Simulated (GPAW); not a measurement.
HfN:

```
Hf N
1.0
     0.00000    2.25600    2.25600
     2.25600    0.00000    2.25600
     2.25600    2.25600    0.00000
Hf N
1 1
Direct
  0.00000 0.00000 0.00000
  0.50000 0.50000 0.50000
```

Base run:

| Item | Value |
| --- | --- |
| Program | GPAW 26.7.0 |
| Functional | r2SCAN |
| Potentials or basis | GPAW PAW data sets (gpaw-data 1.2.1) |
| Cutoff | 650 eV |
| Basis | pw |
| k mesh | 8 × 8 × 8 |
| Occupations | fermi-dirac, width 0.05 eV |
| Spin | no spin polarisation |

Its results: band gap on the k mesh none (metal or under the smearing width); pressure 0.5 GPa.

**Question.** The run is repeated on the same cell with these changes: functional from r2SCAN to PBE. What comes out?

**Answer.** Band gap on the k mesh none (metal or under the smearing width); pressure 3.9 GPa.

Caveats: the cutoff is short for stress and forces, so pressures can be off by a GPa or more; the PAW data sets were made with another functional, which shifts forces and pressure a little (some runs).
